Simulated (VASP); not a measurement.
Write the native input for VASP 6.6.1 that does the following.

```yaml
Task: single point
Functional: PBE
Potentials_or_basis: VASP PAW PBE potentials, release 64 (Rh_pv)
Cutoff: 520 eV
k_mesh: 14 × 14 × 14
Occupations: fermi-dirac, width 0.05 eV
Spin: collinear spin, typed start
Starting_moments: "[1.0] μB"
Dipole_correction: no
Further_INCAR_settings: ALGO = Normal; EDIFF = 1e-06; NBANDS = 18
```

The structure of Rh lies in POSCAR:

```
Rh
1.0
    2.5691975543      0.0000000000      0.0000000000
    0.0000000000      2.5691975543      0.0000000000
    0.0000000000      0.0000000000      2.5691975543
Rh
1
Direct
    0.0000000000      0.0000000000      0.0000000000
```

This isn't the form of Rh at room conditions, which is fcc.

These files were run (other wordings do the same):

INCAR

```
  PREC = Accurate
  ENCUT = 520
  EDIFF = 1E-6
  ISMEAR = -1
  SIGMA = 0.05
  LREAL = F
  LASPH = T
  NELM = 150
  ALGO = Normal
  ISIF = 2
  LWAVE = F
  LCHARG = T
  ISPIN = 2
  MAGMOM = 1
  LORBIT = 11
  LMAXMIX = 4
  GGA = PE
  LELF = T
  LVHAR = T
  NBANDS = 18
```

KPOINTS

```
Automatic mesh
0
Gamma
  14 14 14
```

Potentials or basis: VASP PAW PBE potentials, release 64 (Rh_pv).

Run with:

```bash
$ cat potpaw_PBE.64/Rh_pv/POTCAR > POTCAR
$ mpirun -np 1 vasp_std > vasp.out
```

Results of the run:

```
Pressure                                              : -6.6 GPa
Band gap on the k mesh                                : none (metal or under the smearing width)
Net moment                                            : 0.00 μB per cell
Valence electrons inside the program's atomic spheres : Rh 13.72
```

It took 60 s on 1 thread of Intel(R) Xeon(R) Platinum 8488C (Sapphire Rapids) (shared host), peak memory 0.16 GiB.
